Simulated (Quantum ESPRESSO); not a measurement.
Runs of Quantum ESPRESSO 7.5 on C. Symmetry: P6_3/mmc, No. 194, hexagonal system. Conventional cell: a = 2.522 Å, b = 2.522 Å, c = 8.237 Å, α = 90.00°, β = 90.00°, γ = 120.00°. C (site symmetry 3m) has 4 C at 1.54 Å as nearest neighbours. Around C (site symmetry 3m) lie 4 C at 1.54 Å. This is a hexagonal form of diamond, not graphite.

```tsv
task	level	potentials or basis	cutoff (eV)	form of the LDA correlation	V0 of scaled cells (Å³/atom)	B0 (GPa)
equation of state	PBEsol	GBRV 1.5 PBEsol	612	-	5.62	449
equation of state	LDA	GBRV 1.5 LDA	612	PZ81	5.52	464
equation of state	PBE	SSSP 1.3 efficiency PBE	748	-	(a)	434
equation of state	PBE	GBRV 1.5 PBE	612	-	(b)	433
```

Alike in all rows: no spin polarisation; cell as given; k mesh 12 × 12 × 4; smearing fermi-dirac 0.05 eV.

Task: Fill in the values left out.

Result: (a) 5.71; (b) 5.70.

Caveats: the cell was scaled at fixed shape and fractional positions, which overstates the stiffness of a crystal with free parameters, most of all of layers and chains.
